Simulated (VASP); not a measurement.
Wanted: the native input for a VASP 6.6.1 run.

```
Task                   : single point
Functional             : PBE
Potentials or basis    : VASP PAW PBE potentials, release 64 (Tl_d, Br)
Cutoff                 : 520 eV
k mesh                 : 7 × 5 × 1
Occupations            : fermi-dirac, width 0.05 eV
Spin                   : no spin polarisation
Dipole correction      : yes
Further INCAR settings : ALGO = Normal; EDIFF = 1e-07; NBANDS = 50
```

The structure of TlBr lies in POSCAR:

```
TlBr
1.0
    3.9700000000      0.0000000000      0.0000000000
    0.0000000000      5.6144278426      0.0000000000
    0.0000000000      0.0000000000     23.4216417639
Tl Br
4 4
Direct
    0.0000000000      0.5000000000      0.3202166644
    0.0000000000      0.0000000000      0.4400722215
    0.0000000000      0.5000000000      0.5599277785
    0.0000000000      0.0000000000      0.6797833356
    0.5000000000      0.0000000000      0.3202166644
    0.5000000000      0.5000000000      0.4400722215
    0.5000000000      0.0000000000      0.5599277785
    0.5000000000      0.5000000000      0.6797833356
```

The cell isn't the ideal one: the (1 1 0) slab of TlBr, cut from the database cell, not relaxed.

The input as run:

INCAR

```
  PREC = Accurate
  ENCUT = 520
  EDIFF = 1E-7
  ISMEAR = -1
  SIGMA = 0.05
  LREAL = F
  LASPH = T
  NELM = 80
  ALGO = Normal
  ISIF = 2
  LWAVE = F
  LCHARG = F
  LDIPOL = T
  IDIPOL = 3
  DIPOL = 0.5 0.5 0.500
  GGA = PE
  NBANDS = 50
```

KPOINTS

```
Automatic mesh
0
Gamma
  7 5 1
```

Potentials or basis: VASP PAW PBE potentials, release 64 (Tl_d, Br).

Command:

```sh
$ cat potpaw_PBE.64/Tl_d/POTCAR potpaw_PBE.64/Br/POTCAR > POTCAR
$ mpirun -np 1 vasp_std > vasp.out
```

It gave:

- Largest force: 0.189 eV/Å
- Band gap on the k mesh: 2.31 eV, indirect (least direct gap 2.40 eV)

Caveat: spin-orbit coupling is left out, which as a rule narrows the gap of such compounds by several tenths of an eV.

Wall time 6 min on 1 thread of AMD EPYC 7R43 64-Core Processor (Zen 3) (shared host), peak memory 0.58 GiB.
